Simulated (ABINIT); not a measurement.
Here is an ABINIT 10.8.3 (patched build) calculation.

Contents of run.abi:

```
# Pseudopotentials
pp_dirpath "./"
pseudos "C.upf"

# Structure
acell 2.5220660407 2.5220660407 2.5220660407 Angstrom
rprim
     0.0000000000     0.7071067812     0.7071067812
     0.7071067812     0.0000000000     0.7071067812
     0.7071067812     0.7071067812     0.0000000000
ntypat 1
znucl 6
natom 2
typat 1 1
xred
     0.7500000000     0.7500000000     0.7500000000
     0.5000000000     0.5000000000     0.5000000000

# Plane-wave basis
ecut 31.0

# k points
kptopt 1
ngkpt 10 10 10
nshiftk 1
shiftk 0.0 0.0 0.0

# Exchange and correlation
ixc 11

# Bands and occupations
nband 8
occopt 3
tsmear 0.05 eV

# SCF cycle
nstep 100
tolvrs 1.0e-10

# Output
iomode 3
prtwf 0
prteig 0
prtebands 0
enunit 1
prtden 1
prtvha 1
prtvclmb 1
prtpot 1
prtelf 1
```

Potentials or basis: PseudoDojo NC SR PBE v0.4.1 standard.

Run with:

```sh
$ abinit run.abi > log 2>&1
```

Question: Predict the band gap on the k mesh.

Answer: 4.22 eV, indirect (least direct gap 5.63 eV).

 As with any semilocal functional, this PBE gap is likely too small.
